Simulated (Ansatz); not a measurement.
**EuO (rocksalt): zero-pressure volume and bulk modulus with r²SCAN + rVV10**

One table from this session's results is given with a row withheld; the runs are named, their logs left out.

Computed with Ansatz 0.2.0 (DFT r²SCAN + rVV10 with U = 4 eV on Eu 4f, scalar-relativistic, plane waves, PAW, unless a step's input says otherwise).

3 further runs of the same task are left out: 1 that didn't finish, 2 set aside as unsound or not needed.

**Starting point**

Symmetry: Fm-3m, No. 225, cubic system. The conventional cell has a = 5.144 Å, b = 5.144 Å, c = 5.144 Å, α = 90.00°, β = 90.00°, γ = 90.00°. Eu (site symmetry m-3m) is surrounded by 6 O at 2.57 Å. O (site symmetry m-3m) is surrounded by 6 Eu at 2.57 Å.

Coordinates:

```xyz
2
Lattice="0.0000 2.5720 2.5720 2.5720 0.0000 2.5720 2.5720 2.5720 0.0000" Properties=species:S:1:pos:R:3 pbc="T T T"
Eu    2.5720    2.5720    2.5720
O     0.0000    0.0000    0.0000
```

An earlier run on this cell at PBE+U (U_eff = 6 eV on Eu 4f) gave 1.72 GPa at 17.013 Å³/atom (8×8×8 mesh), mesh gap 0.29 eV, moments in the atoms' spheres Eu 6.75; O -0.08 μB.

Set-up of the first run:

File input.yaml:

```yaml
crystal:
  lattice:
    - [0.0, 2.5719519658, 2.5719519658]
    - [2.5719519658, 0.0, 2.5719519658]
    - [2.5719519658, 2.5719519658, 0.0]
  atoms:
    - { symbol: Eu, position: [0.5, 0.5, 0.5], spin: 7.43 }
    - { symbol: O, position: [0.0, 0.0, 0.0] }
basis:
  ecutwfc: 500
  ecutrho_ratio: 4
kpoints:
  mp_grid: { grid: [8, 8, 8] }
hamiltonian:
  xc: r2scan
  dispersion: rvv10
  hubbard: { sites: [{ species: Eu, l: f, u_eff: 4.0 }] }
scf:
  occupations: { method: gaussian, width: 0.05 }
  lower_state_search: "off"
output:
  forces: true
  stress: true
  eigenvalues: true
  populations: true
  hubbard: { sites: [{ species: Eu, l: f }] }
magnetization:
  spin_polarized: true
checkpoint:
  read: start.run
  write: ck
  compress: false
  write_wavefunctions: false
  write_every: 100000
```

start.run holds the state of a PBE+U run on this cell.

Started as:

```bash
> ansatz run input.yaml --threads 4 --pin off --max-ram 6144MiB --backend cpu --events-out ev --progress --plain --runs-dir out
```

Among the steps run: At the given cell; Stepping to 16.696 Å³/atom; Stepping to 16.508 Å³/atom; Volume × 0.98 of the new zero; Volume × 1.02 of the new zero; Volume × 0.96 of the new zero; Volume × 1.04 of the new zero.

One of the session's tables, all rows but one given; the rest of the session is left out.

| volume (Å³/atom) | energy (meV/atom) | pressure (GPa) |
| --- | --- | --- |
| 15.848 | 9.18 | 4.59 |
| 16.178 | ? | ? |
| 16.508 | 0.00 | 0.03 |
| 16.838 | 1.97 | -1.89 |
| 17.168 | 7.63 | -3.55 |

Q: Estimate the row for volume (Å³/atom) = 16.178 from the others.

Worked estimate for «energy (meV/atom)». A straight line through the neighbours (15.848, 9.18) and (16.508, 0.00) gives 9.18 + (0.00 − 9.18) × (16.178 − 15.848) / (16.508 − 15.848) = 4.59; a parabola fitted to 3 rows on both sides gives 2.40.

**Answer.** energy (meV/atom): 2.26; pressure (GPa): 2.19. In «energy (meV/atom)» the line misses by +2.33 and the parabola by +0.14.

volume (Å³/atom), energy (meV/atom) and a bar:
```
    15.85        9.2 ##############################
    16.18        2.3 #######
    16.51        0.0 
    16.84        2.0 ######
    17.17        7.6 #########################
```

Caveats from the session: Warnings in the runs' records: stability check not made, filled band counts differ across k points.
